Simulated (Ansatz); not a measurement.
**Si on Cu(100): change of the work function**

Aim: the work function of Cu(100) at several coverages of Si (hollow site), and the dipole that each adsorbate carries.

Method: plane-wave DFT, RPBE, Ansatz PAW, in the first sound run; inputs show where later runs differ, in Ansatz 0.2.0.

This is a report of a sequence of runs, with most program output left out.

## (1) The structure

The cell holds 4 atoms: 4 Cu. Its edges and angles: a = 2.553 Å, b = 2.553 Å, c = 23.415 Å, α = 90.0°, β = 90.0°, γ = 90.0°. Vacuum lies along c.

## (2) The clean slab

The bare slab comes first, as the zero from which every change is counted. The two lowest layers are held at bulk places and the upper ones relax. The dipole correction removes the false field that a one-sided slab makes across the periodic vacuum, so each face gets a flat vacuum level of its own.

Input file input.yaml:

```yaml
crystal:
  lattice:
    - [2.5526554801, 0.0, 0.0]
    - [0.0, 2.5526554801, 0.0]
    - [0.0, 0.0, 23.415]
  atoms:
    - { symbol: Cu, position: [0.5, 0.5, 0.3843689942] }
    - { symbol: Cu, position: [0.0, 0.0, 0.4614563314] }
    - { symbol: Cu, position: [0.5, 0.5, 0.5385436686] }
    - { symbol: Cu, position: [0.0, 0.0, 0.6156310058] }
kpoints:
  mp_grid: { grid: [12, 12, 1] }
hamiltonian:
  xc: rpbe
scf:
  occupations: { method: fermi_dirac, width: 0.1 }
  convergence: { dr2_threshold: 1.0e-08 }
efield:
  axis: 3
  dipole_correction: true
  ramp_position: 0.97
  ramp_width: 0.06
relax:
  f_tol: 0.02
  max_steps: 60
  constraints: [{ sites: [0, 1] }]
output:
  write_potential: true
  write_density: true
  volumetric_format: npy
```

Started as:

```bash
$ ansatz run input.yaml --threads 4 --pin off --max-ram 12288MiB --backend cpu --events-out ev --progress --plain --runs-dir out
```

Elapsed: 30 s, on 4 threads of Intel Xeon Platinum 8259CL at 2.50GHz (Skylake/Cascade Lake), shared host; peak memory 0.59 GiB; 1.7 min of CPU time.

Relaxation path:

```
step  energy less that of the first step (eV)  largest force component (eV/Å)
   1                                   0.0000                          0.2186
   2                                  -0.0088                          0.1306
   3                                  -0.0140                          0.0105
```

The run keeps the 8 symmetry operations that it works with, so distortions that break them were not tested.

The atoms that moved most (Å):

| atom | dx | dy | dz | length |
| --- | --- | --- | --- | --- |
| Cu4 | 0.000 | 0.000 | 0.103 | 0.103 |
| Cu3 | 0.000 | 0.000 | 0.079 | 0.079 |

The relaxed structure:

```xyz
4
Lattice="2.5527 0.0000 0.0000 0.0000 2.5527 0.0000 0.0000 0.0000 23.4150" Properties=species:S:1:pos:R:3
Cu    1.2763    1.2763    9.0000
Cu    0.0000    0.0000   10.8050
Cu    1.2763    1.2763   12.6889
Cu    0.0000    0.0000   14.5177
```

This step gave:

| Property | Result |
| --- | --- |
| energy at zero smearing | -26520.4093 eV |
| work function, upper face | 4.414 eV |
| dipole along the normal | -4.23e-4 e·Å |

Running mean over 1.805 Å of the planar mean; the ramp of the sawtooth is left out. Table of electron's electrostatic potential energy less the Fermi level by z:

z (Å), electron's electrostatic potential energy less the Fermi level (eV) and a bar from the least value:
```
        3       4.40 ##############################
        4       4.40 ##############################
        5       4.40 ##############################
        6       4.36 ##############################
        7       3.91 #############################
        8      -1.59 ################
        9      -8.40 #
       10      -8.80 
       11      -8.68 
       12      -8.19 #
       13      -8.73 
       14      -8.55 #
       15      -6.41 #####
       16       2.42 #########################
       17       4.26 ##############################
       18       4.40 ##############################
       19       4.41 ##############################
       20       4.41 ##############################
```

The relaxation took 3 steps and lowered the energy by 0.014 eV; the largest force on the free atoms ends at 0.011 eV/Å.

The work function of the upper face is 4.41 eV.

## (3) The covered slab, k-mesh 6×6×1, coverage 0.25 ML

System of this step: Si/Cu(100). The cell holds 17 atoms: 16 Cu and 1 Si. Its edges and angles: a = 5.105 Å, b = 5.105 Å, c = 25.321 Å, α = 90.0°, β = 90.0°, γ = 90.0°. Vacuum lies along c.

The clean slab as it ended is repeated in the plane and the adsorbate is set on one face; the cell's size fixes the coverage, and the k-mesh shrinks with it to keep the sampling density about even. Adsorbate and upper layers relax, since the dipole depends on the height.

Input file input.yaml:

```yaml
crystal:
  lattice:
    - [5.1053109602, 0.0, 0.0]
    - [0.0, 5.1053109602, 0.0]
    - [0.0, 0.0, 25.3210422323]
  atoms:
    - { symbol: Cu, position: [0.25, 0.25, 0.3554356064] }
    - { symbol: Cu, position: [0.0, 0.0, 0.4267201919] }
    - { symbol: Cu, position: [0.25, 0.25, 0.5011190358] }
    - { symbol: Cu, position: [0.0, 0.0, 0.5733443578] }
    - { symbol: Cu, position: [0.25, 0.75, 0.3554356064] }
    - { symbol: Cu, position: [0.0, 0.5, 0.4267201919] }
    - { symbol: Cu, position: [0.25, 0.75, 0.5011190358] }
    - { symbol: Cu, position: [0.0, 0.5, 0.5733443578] }
    - { symbol: Cu, position: [0.75, 0.25, 0.3554356064] }
    - { symbol: Cu, position: [0.5, 0.0, 0.4267201919] }
    - { symbol: Cu, position: [0.75, 0.25, 0.5011190358] }
    - { symbol: Cu, position: [0.5, 0.0, 0.5733443578] }
    - { symbol: Cu, position: [0.75, 0.75, 0.3554356064] }
    - { symbol: Cu, position: [0.5, 0.5, 0.4267201919] }
    - { symbol: Cu, position: [0.75, 0.75, 0.5011190358] }
    - { symbol: Cu, position: [0.5, 0.5, 0.5733443578] }
    - { symbol: Si, position: [0.25, 0.25, 0.6445643936] }
kpoints:
  mp_grid: { grid: [6, 6, 1] }
hamiltonian:
  xc: rpbe
scf:
  occupations: { method: fermi_dirac, width: 0.1 }
  convergence: { dr2_threshold: 1.0e-08 }
efield:
  axis: 3
  dipole_correction: true
  ramp_position: 0.97
  ramp_width: 0.06
relax:
  f_tol: 0.02
  max_steps: 60
  constraints: [{ sites: [0, 1, 4, 5, 8, 9, 12, 13] }]
output:
  bader: true
  dos: { projected: true, e_range: [-8, 4] }
  write_potential: true
  write_density: true
  volumetric_format: npy
  elf: true
```

Run time: 7.2 min. Hardware: 4 threads; peak memory 3.2 GiB; 28 min of CPU time.

Relaxation path:

| step | energy less that of the first step (eV) | largest force component (eV/Å) |
| --- | --- | --- |
| 1 | 0.0000 | 1.6594 |
| 2 | -0.2301 | 0.9971 |
| 3 | -0.2998 | 0.6572 |
| 4 | -0.3397 | 0.1949 |
| 5 | -0.3429 | 0.0507 |
| 6 | -0.3435 | 0.0015 |

Forces are held to the 8 operations that the run works with; a distortion that breaks them can't arise in this run.

The atoms that moved most (Å):

```csv
atom,dx,dy,dz,length
Si17,0.000,0.000,-0.342,0.342
Cu16,0.030,0.030,0.041,0.059
Cu12,0.030,-0.030,0.041,0.059
Cu8,-0.030,0.030,0.041,0.059
Cu4,-0.030,-0.030,0.041,0.059
Cu3,0.000,0.000,-0.012,0.012
Cu15,0.000,0.000,-0.008,0.008
```

Final coordinates:

```cif
data_structure
_symmetry_space_group_name_H-M 'P 1'
_symmetry_Int_Tables_number 1
_cell_length_a 5.1053
_cell_length_b 5.1053
_cell_length_c 25.3210
_cell_angle_alpha 90.000
_cell_angle_beta 90.000
_cell_angle_gamma 90.000
_cell_volume 659.97
loop_
_atom_site_label
_atom_site_type_symbol
_atom_site_fract_x
_atom_site_fract_y
_atom_site_fract_z
_atom_site_occupancy
Cu1 Cu 0.25000 0.25000 0.35544 1
Cu2 Cu 0.00000 0.00000 0.42672 1
Cu3 Cu 0.25000 0.25000 0.50063 1
Cu4 Cu 0.99421 0.99421 0.57498 1
Cu5 Cu 0.25000 0.75000 0.35544 1
Cu6 Cu 0.00000 0.50000 0.42672 1
Cu7 Cu 0.25000 0.75000 0.50127 1
Cu8 Cu 0.99421 0.50579 0.57498 1
Cu9 Cu 0.75000 0.25000 0.35544 1
Cu10 Cu 0.50000 0.00000 0.42672 1
Cu11 Cu 0.75000 0.25000 0.50127 1
Cu12 Cu 0.50579 0.99421 0.57498 1
Cu13 Cu 0.75000 0.75000 0.35544 1
Cu14 Cu 0.50000 0.50000 0.42672 1
Cu15 Cu 0.75000 0.75000 0.50079 1
Cu16 Cu 0.50579 0.50579 0.57498 1
Si17 Si 0.25000 0.25000 0.63104 1
```

This step gave:

```
energy at zero smearing        : -106720.3878 eV
work function, upper face      : 4.745 eV
work function, lower face      : 4.312 eV
dipole along the normal        : -0.06234 e·Å
step between the vacuum levels : 0.4328 eV
```

Running mean over 1.805 Å of the planar mean; the ramp of the sawtooth is left out. Electron's electrostatic potential energy less the Fermi level against z:

| z (Å) | electron's electrostatic potential energy less the Fermi level (eV) |
| --- | --- |
| 4 | 4.31 |
| 5 | 4.31 |
| 6 | 4.27 |
| 7 | 3.84 |
| 8 | -1.62 |
| 9 | -8.41 |
| 10 | -8.80 |
| 11 | -8.68 |
| 12 | -8.18 |
| 13 | -8.54 |
| 14 | -8.40 |
| 15 | -8.22 |
| 16 | -0.911 |
| 17 | 2.89 |
| 18 | 4.57 |
| 19 | 4.73 |
| 20 | 4.74 |
| 21 | 4.75 |
| 22 | 4.75 |

The density of states has structure finer than the step of the table below, so its rows give means over 0.25 eV, whole bins alone (the curve runs from -8 to 1.98 eV). Peaks (eV: height): -2.980: 81.4, -2.920: 79.4, -2.740: 84.8, -2.440: 85.4, -2.350: 86.0, -2.230: 83.8, -1.710: 83.4.

The density of states by energy, zero at the Fermi level; means over each step:

```csv
energy (eV),density of states (states/eV a cell)
-7.75,1.61
-7.50,1.66
-7.25,1.56
-7.00,0.980
-6.75,1.42
-6.50,2.92
-6.25,3.59
-6.00,3.48
-5.75,2.91
-5.50,3.52
-5.25,5.73
-5.00,5.18
-4.75,11.5
-4.50,17.7
-4.25,21.1
-4.00,40.3
-3.75,29.0
-3.50,35.1
-3.25,48.1
-3.00,55.0
-2.75,67.8
-2.50,55.3
-2.25,68.6
-2.00,62.4
-1.75,72.7
-1.50,48.5
-1.25,11.5
-1.00,7.56
-0.75,5.95
-0.50,5.46
-0.25,8.65
0.00,4.76
0.25,7.29
0.50,7.24
0.75,3.74
1.00,5.65
1.25,3.61
1.50,7.66
1.75,6.08
```

Projected DOS per atom over height of the atomic layer and energy from the Fermi level. Layers: Cu4 Cu4 Cu4 Cu4 Si from below.

Ten even steps from '_' (0.03 states/eV) to '@' (5.57 states/eV), each cell a mean:
```
__________
________..
________..
________::
________..
________..
________..
**----....
@@**%%++__
%%++++%%__
++****##..
--++++**..
::==--==__
..==--::__
__::....__
__________
__________
__________
__________
__________
__________
__________
```
Columns: height of the atomic layer (Å) from 9 to 16.0 (not evenly spaced); rows upwards: energy from the Fermi level (eV) from -7.96 to 1.95.

Valence density in the ca plane at fractional y = 0.250, with atoms of Cu and Si within 0.2 Å of it. It is the smooth field of the valence electrons, not physical close to the nuclei.

Ten steps, logarithmic in the rise over the least value, from '0' (0 e/Å³) to '9' (46 e/Å³), each cell a mean:
```
00001110000000111000000000000000000000000000
00014431000001343100000000000000000000000000
00147962000013797310000000000000000000000000
00148972000013897310000000000000000000000000
00026741000002575200000000000000000000000000
00012211000001221100000000000000000000000000
00000100000000010000000000000000000000000000
00001110000000111000011110000000000000000000
00014431000001343100011111100000000000000000
00147962000013797200011000100000000000000000
00148972000013897310011000100000000000000000
00026741000012575200011101100000000000000000
00012211000001221100011111000000000000000000
00000100001000010000111000000000000000000000
```
Columns run along c (16.0 Å, from fractional 0.29 to 0.92 of the cell), rows up along a (5.1 Å). Atoms in or near the plane, at fractional coordinates: Cu at (0.36, 0.25), Cu at (0.50, 0.25), Cu at (0.36, 0.75), Cu at (0.50, 0.75), Si at (0.63, 0.25).

ELF in the ca plane at fractional y = 0.250, with atoms of Cu and Si within 0.2 Å of it. It is the smooth field of the valence electrons, not physical close to the nuclei.

Values, 8 rows by 16 columns, each cell a mean:
```
0.15 0.19 0.21 0.23 0.24 0.19 0.22 0.25 0.34 0.36 0.18 0.03 0.00 0.00 0.00 0.00
0.13 0.41 0.33 0.22 0.20 0.53 0.21 0.24 0.16 0.06 0.01 0.00 0.00 0.00 0.00 0.00
0.13 0.32 0.27 0.22 0.21 0.39 0.20 0.24 0.20 0.10 0.03 0.00 0.00 0.00 0.00 0.00
0.16 0.20 0.23 0.23 0.26 0.20 0.24 0.25 0.43 0.52 0.32 0.06 0.00 0.00 0.00 0.00
0.14 0.19 0.21 0.23 0.24 0.19 0.21 0.32 0.65 0.83 0.73 0.24 0.02 0.00 0.00 0.00
0.12 0.41 0.33 0.22 0.20 0.53 0.20 0.35 0.41 0.80 0.87 0.37 0.03 0.00 0.00 0.00
0.12 0.32 0.27 0.23 0.21 0.39 0.19 0.35 0.49 0.80 0.85 0.35 0.03 0.00 0.00 0.00
0.15 0.20 0.23 0.23 0.26 0.19 0.24 0.29 0.63 0.79 0.64 0.18 0.01 0.00 0.00 0.00
```
Columns run along c (16.0 Å, from fractional 0.29 to 0.92 of the cell), rows up along a (5.1 Å). Atoms in or near the plane, at fractional coordinates: Cu at (0.36, 0.25), Cu at (0.50, 0.25), Cu at (0.36, 0.75), Cu at (0.50, 0.75), Si at (0.63, 0.25).

Electrostatic potential energy in the ca plane at fractional y = 0.250, with atoms of Cu and Si within 0.2 Å of it. With pseudopotentials it is smooth inside the atoms' cores, unlike the true potential.

Values in eV, 8 rows by 16 columns, each cell a mean:
```
  5  -7  -5   2   2 -11   0   3   5   6   6   7   7   7   7   7
  4 -36 -29   4  -2 -47 -14   5   6   7   7   7   7   7   7   7
  4 -30 -23   4  -1 -40 -10   4   6   6   7   7   7   7   7   7
  5  -1   0   2   3  -3   2   2   4   5   6   7   7   7   7   7
  5  -7  -5   2   2 -12   0   2  -9  -6   5   7   7   7   7   7
  3 -36 -29   4  -3 -47 -13   2 -37 -30   4   6   7   7   7   7
  4 -30 -23   4  -1 -40  -9   2 -30 -24   4   6   7   7   7   7
  5  -1   0   2   3  -3   2   2  -2   0   6   7   7   7   7   7
```
Columns run along c (16.0 Å, from fractional 0.29 to 0.92 of the cell; values clipped at the 3rd and 97th percentile), rows up along a (5.1 Å). Atoms in or near the plane, at fractional coordinates: Cu at (0.36, 0.25), Cu at (0.50, 0.25), Cu at (0.36, 0.75), Cu at (0.50, 0.75), Si at (0.63, 0.25).

The relaxation took 6 steps and lowered the energy by 0.34 eV; the largest force on the free atoms ends at 0.0015 eV/Å.

By hand: a sheet of dipoles makes a step −p/(ε₀A) in the electron's potential. With e/ε₀ = 180.95 V·Å, p = -0.06234 e·Å and A = 26.06 Å², that is −180.95 × (-0.06234) / 26.06 = +0.433 eV, and the two vacuum levels of the run differ by +0.433 eV.

The covered face has 4.75 eV, +0.33 eV against the clean one; the bare back face has moved by -0.09 eV, a measure of how thin the slab is.

## (4) Adsorbate added, k-mesh 6×6×1, coverage 0.5 ML

System of this step: Si/Cu(100). The cell holds 18 atoms: 16 Cu and 2 Si. Its edges and angles: a = 5.105 Å, b = 5.105 Å, c = 25.321 Å, α = 90.0°, β = 90.0°, γ = 90.0°. Vacuum lies along c.

Another coverage, to see how the dipoles act on each other as their distance changes.

Edit input.yaml of step 3 so:

```diff
@@ -23,2 +23,3 @@
     - { symbol: Si, position: [0.25, 0.25, 0.6445643936] }
+    - { symbol: Si, position: [0.75, 0.75, 0.6445643936] }
 kpoints:
@@ -45,2 +46 @@
   volumetric_format: npy
-  elf: true
```

Wall time 6 min (4 threads); peak memory 3.2 GiB.

The steps of the relaxation:

```
step  energy less that of the first step (eV)  largest force component (eV/Å)
   1                                   0.0000                          0.9192
   2                                  -0.1533                          0.5901
   3                                  -0.2418                          0.0985
   4                                  -0.2436                          0.0072
```

The run keeps the 16 symmetry operations that it works with, so distortions that break them were not tested.

The atoms that moved most (Å):

```csv
atom,dx,dy,dz,length
Si18,0.000,0.000,-0.152,0.152
Si17,0.000,0.000,-0.152,0.152
Cu4,0.000,0.000,0.063,0.063
Cu8,0.000,0.000,0.063,0.063
Cu16,0.000,0.000,0.063,0.063
Cu12,0.000,0.000,0.063,0.063
Cu7,0.000,0.000,-0.012,0.012
Cu11,0.000,0.000,-0.012,0.012
```

Final coordinates:

```cif
data_structure
_symmetry_space_group_name_H-M 'P 1'
_symmetry_Int_Tables_number 1
_cell_length_a 5.1053
_cell_length_b 5.1053
_cell_length_c 25.3210
_cell_angle_alpha 90.000
_cell_angle_beta 90.000
_cell_angle_gamma 90.000
_cell_volume 659.97
loop_
_atom_site_label
_atom_site_type_symbol
_atom_site_fract_x
_atom_site_fract_y
_atom_site_fract_z
_atom_site_occupancy
Cu1 Cu 0.25000 0.25000 0.35544 1
Cu2 Cu 0.00000 0.00000 0.42672 1
Cu3 Cu 0.25000 0.25000 0.50103 1
Cu4 Cu 0.00000 0.00000 0.57584 1
Cu5 Cu 0.25000 0.75000 0.35544 1
Cu6 Cu 0.00000 0.50000 0.42672 1
Cu7 Cu 0.25000 0.75000 0.50065 1
Cu8 Cu 0.00000 0.50000 0.57584 1
Cu9 Cu 0.75000 0.25000 0.35544 1
Cu10 Cu 0.50000 0.00000 0.42672 1
Cu11 Cu 0.75000 0.25000 0.50065 1
Cu12 Cu 0.50000 0.00000 0.57584 1
Cu13 Cu 0.75000 0.75000 0.35544 1
Cu14 Cu 0.50000 0.50000 0.42672 1
Cu15 Cu 0.75000 0.75000 0.50103 1
Cu16 Cu 0.50000 0.50000 0.57584 1
Si17 Si 0.25000 0.25000 0.63857 1
Si18 Si 0.75000 0.75000 0.63857 1
```

This step gave:

```yaml
energy_at_zero_smearing: -107358.8063 eV
work_function_upper_face: 4.809 eV
work_function_lower_face: 4.360 eV
dipole_along_the_normal: -0.06471 e·Å
step_between_the_vacuum_levels: 0.4492 eV
```

The density of states has structure finer than the step of the table below, so its rows give means over 0.25 eV, whole bins alone (the curve runs from -8 to 1.98 eV). Peaks (eV: height): -2.800: 113, -2.560: 116, -2.470: 74.0, -2.320: 72.2, -1.950: 86.4, -1.830: 84.8, -1.770: 81.9.

The density of states by energy, zero at the Fermi level; means over each step:

```
energy (eV)  density of states (states/eV a cell)
      -7.75                                  1.96
      -7.50                                  2.47
      -7.25                                  2.58
      -7.00                                  1.62
      -6.75                                  1.41
      -6.50                                  2.73
      -6.25                                  3.55
      -6.00                                  2.63
      -5.75                                  3.98
      -5.50                                  5.33
      -5.25                                  5.45
      -5.00                                  6.65
      -4.75                                  14.8
      -4.50                                  21.7
      -4.25                                  31.0
      -4.00                                  41.6
      -3.75                                  35.4
      -3.50                                  39.8
      -3.25                                  50.6
      -3.00                                  52.4
      -2.75                                  65.5
      -2.50                                  63.8
      -2.25                                  52.5
      -2.00                                  66.8
      -1.75                                  64.4
      -1.50                                  39.5
      -1.25                                  12.3
      -1.00                                  8.24
      -0.75                                  5.83
      -0.50                                  8.75
      -0.25                                  6.81
       0.00                                  7.61
       0.25                                  6.64
       0.50                                  7.43
       0.75                                  3.84
       1.00                                  7.11
       1.25                                  9.50
       1.50                                  5.08
       1.75                                  4.49
```

Projected DOS per atom over height of the atomic layer and energy from the Fermi level. Layers: Cu4 Cu4 Cu4 Cu4 Si2 from below.

Ten even steps from '_' (0.02 states/eV) to '@' (5.83 states/eV), each cell a mean:
```
__________
________..
________..
________..
________..
________..
________..
++--::____
@@**##::__
##++++==__
++++**%%__
--==++**__
::==::++__
..==--==__
__::..::__
__________
__________
__________
__________
__________
__________
__________
```
Columns: height of the atomic layer (Å) from 9 to 16.2 (not evenly spaced); rows upwards: energy from the Fermi level (eV) from -7.96 to 1.95.

The relaxation took 4 steps and lowered the energy by 0.24 eV; the largest force on the free atoms ends at 0.0072 eV/Å.

The covered face has 4.81 eV, +0.40 eV against the clean one; the bare back face has moved by -0.04 eV, a measure of how thin the slab is.

(Part 1 of 2 ends here.)

[Logs are printed without paths, hosts, clocks, repeated set-up lines and the standing remarks that a program may print on its own settings, such as how far it seeks lower states.]

[Hosts, paths, dates, database ids (printed as entryN), source tags and the programs' standing remarks are cut or masked in the printed files.]

[Maps of the electrostatic potential energy from Ansatz leave out the sawtooth potential of an applied field or a dipole correction, so their vacuum need not be flat; planar profiles and work functions include it.]

[The density of states shown here was stored with 400 of the rows of the run's finer table, so its peaks can read low, often by over a quarter, or be missed, and its means over a window can be off by a tenth or more.]
